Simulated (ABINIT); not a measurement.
The system is As.

```xyz
1
Lattice="2.7037 0.0000 0.0000 0.0000 2.7037 0.0000 0.0000 0.0000 2.7037" Properties=species:S:1:pos:R:3 pbc="T T T"
As    1.3518    1.3518    1.3518
```

This isn't the form of As at room conditions, which is rhombohedral.

| Property | Result |
| --- | --- |
| Program | ABINIT 10.8.3 (patched build) |
| Task | single point |
| Functional | PBEsol |
| Potentials or basis | PseudoDojo NC SR PBEsol v0.4.1 standard |
| Cutoff | 1143 eV |
| k mesh | 10 × 10 × 10 |
| Occupations | fermi-dirac, width 0.05 eV |
| Spin | no spin polarisation |

On this cell: pressure -1.5 GPa; band gap on the k mesh none (metal or under the smearing width).

The same run follows on a disturbed copy (cell strained at random at fixed volume):

```xyz
1
Lattice="2.7100 -0.0174 -0.0119 -0.0174 2.7297 0.0333 -0.0119 0.0333 2.6722" Properties=species:S:1:pos:R:3 pbc="T T T"
As    1.2979    1.3880    1.3375
```

Task: What does the disturbed cell give?

Result: The energy (extrapolated to zero smearing) moves by +3.8 meV/atom; pressure -1.5 GPa; band gap on the k mesh none (metal or under the smearing width).

Stress tensor (GPa, compression positive):
```
-1.85  0.28  0.41
 0.28 -3.19 -0.84
 0.41 -0.84  0.58
```
